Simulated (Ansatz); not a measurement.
# TiAl3: the cost of one run

Method: DFT r2SCAN, scalar-relativistic, plane waves, PAW, in Ansatz 0.2.0.

2 further runs of the same task are left out: 1 that didn't finish, 1 set aside as unsound or not needed.

### 1 The structure to begin with

The structure is tetragonal, space group I4/mmm (No. 139). The conventional cell has a = 3.824 Å, b = 3.824 Å, c = 8.564 Å, α = 90.00°, β = 90.00°, γ = 90.00°. Around Ti (site symmetry 4/mmm) lie 12 Al at 2.70 to 2.87 Å. Al (site symmetry 4/mmm) is surrounded by 4 Ti at 2.70 Å and 8 Al at 2.87 Å. Al (site symmetry -4m2) is surrounded by 8 Al at 2.70 to 2.87 Å and 4 Ti at 2.87 Å.

Structure file:

```
CELL_PARAMETERS angstrom
-1.91200 1.91200 4.28192
1.91200 -1.91200 4.28192
1.91200 1.91200 -4.28192
ATOMIC_POSITIONS crystal
Ti 0.00000 0.00000 0.00000
Al 0.50000 0.50000 0.00000
Al 0.75000 0.25000 0.50000
Al 0.25000 0.75000 0.50000
```

It goes back to an entry of the Materials Project, which need not be the stable form.

This cell was relaxed beforehand with the same method: volume 15.65 Å³/atom, gap on the mesh none (metal).

### 2 Zero of the scan

Contents of input.yaml:

```yaml
crystal:
  lattice:
    - [-1.9120003552, 1.9120003552, 4.281915038]
    - [1.9120003552, -1.9120003552, 4.281915038]
    - [1.9120003552, 1.9120003552, -4.281915038]
  atoms:
    - { symbol: Ti, position: [0.0, 0.0, 0.0] }
    - { symbol: Al, position: [0.5, 0.5, 0.0] }
    - { symbol: Al, position: [0.75, 0.25, 0.5] }
    - { symbol: Al, position: [0.25, 0.75, 0.5] }
basis:
  ecutwfc: 500
kpoints:
  mp_grid: { grid: [18, 18, 18] }
hamiltonian:
  xc: r2scan
scf:
  occupations: { method: gaussian, width: 0.15 }
output:
  forces: true
  stress: true
  eigenvalues: true
  write_density: true
  write_potential: true
  elf: true
  volumetric_format: npy
```

Started as:

```
ansatz run input.yaml --threads 1 --pin off --max-ram 2560MiB --backend cpu --events-out ev --progress --plain --runs-dir out
```

What time and memory should one allow on 1 thread of Intel Xeon at 2.70GHz, shared host?

About 54 s, with a peak of 1 GiB.
